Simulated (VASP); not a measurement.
Write the native input for VASP 6.6.1 that does the following.

- Task: Born charges and dielectric tensor
- Functional: LDA
- Potentials or basis: VASP PAW LDA potentials, release 64 (Sr_sv, O)
- Cutoff: 600 eV
- k mesh: 8 × 8 × 8
- Occupations: gaussian, width 0.02 eV
- Spin: no spin polarisation
- Further INCAR settings: ALGO = Fast; EDIFF = 1e-08; IBRION = 8; NSW = 1

The structure of SrO lies in POSCAR:

```
SrO
1.0
    0.0000000000      2.5377300000      2.5377300000
    2.5377300000      0.0000000000      2.5377300000
    2.5377300000      2.5377300000      0.0000000000
Sr O
1 1
Direct
    0.0000000000      0.0000000000      0.0000000000
    0.5000000000      0.5000000000      0.5000000000
```

These files were run (other wordings do the same):

INCAR

```
SYSTEM = SrO
PREC = Accurate ; ENCUT = 600
EDIFF = 1E-8 ; ISMEAR = 0
SIGMA = 0.02 ; LREAL = .False.
LASPH = .True. ; NELM = 100
ALGO = Fast ; ISIF = 2
LWAVE = .False. ; LCHARG = .False.
GGA = CA ; LEPSILON = .True.
IBRION = 8 ; NSW = 1
```

KPOINTS

```
regular mesh
0
Gamma
  8 8 8
  0 0 0
```

Potentials or basis: VASP PAW LDA potentials, release 64 (Sr_sv, O).

Run with:

```sh
$ cat potpaw_LDA.64/Sr_sv/POTCAR potpaw_LDA.64/O/POTCAR > POTCAR
$ mpirun -np 1 vasp_std > vasp.out
```

It gave:

```
Band gap on the k mesh                                  : 3.07 eV, indirect (least direct gap 3.12 eV)
Electronic dielectric tensor (diagonal)                 : 3.90
Born charges (mean of the diagonal)                     : Sr +2.48; O -2.48 e
Highest phonon frequency at Γ, LO-TO splitting left out : 220 cm⁻¹
```

Wall time 9.6 min on 1 thread of AMD EPYC 7R43 64-Core Processor (Zen 3), on a shared host, peak memory 0.21 GiB.
